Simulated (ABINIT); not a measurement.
Runs of ABINIT 10.8.3 (patched build) on CdF2. The structure is cubic, space group Fm-3m (No. 225). The conventional cell has a = 5.388 Å, b = 5.388 Å, c = 5.388 Å, α = 90.00°, β = 90.00°, γ = 90.00°. Around Cd (site symmetry m-3m) lie 8 F at 2.33 Å. F (site symmetry -43m) has 4 Cd at 2.33 Å as nearest neighbours. 

```tsv
task	level	potentials or basis	k mesh	mesh quality	gap on the mesh (eV)	pressure (GPa)
single point	PBEsol	JTH PAW PBE v2.0	12 × 12 × 12	not flagged	2.91	-0.5
band structure	WC	JTH PAW PBE v2.0	9 × 9 × 9	not flagged	2.96	-0.5
band structure	PBE	JTH PAW PBE v2.0	9 × 9 × 9	not flagged	3.10	5.1
band structure	LDA	JTH PAW LDA v2.0	9 × 9 × 9	not flagged	2.80	-6.0
single point	LDA	JTH PAW LDA v2.0	12 × 12 × 12	not flagged	2.78	-6.0
single point	PBE	JTH PAW PBE v2.0	4 × 4 × 4	coarse	3.07	5.1
band structure	LDA-PZ	JTH PAW LDA v2.0	9 × 9 × 9	not flagged	2.80	-5.9
band structure	BP86	JTH PAW PBE v2.0	9 × 9 × 9	not flagged	(a)	4.3
single point	PBEsol	JTH PAW PBE v2.0	4 × 4 × 4	coarse	2.90	-0.5
single point	LDA	JTH PAW LDA v2.0	4 × 4 × 4	coarse	(b)	-6.0
band structure	SOGGA	JTH PAW PBE v2.0	9 × 9 × 9	not flagged	2.92	-0.9
band structure	BLYP	JTH PAW PBE v2.0	9 × 9 × 9	not flagged	3.13	8.3
```

Alike in all rows: no spin polarisation; cell as given; cutoff (eV) 626; smearing fermi-dirac 0.05 eV.

Task: Fill in the values left out.

Result: (a) 3.05; (b) 2.77.

Caveats: some runs use coarse meshes; the PAW data sets were made with another functional, which shifts forces and pressure a little (some runs).

A k mesh can miss the band edges, and the runs leave out spin-orbit coupling on Cd.
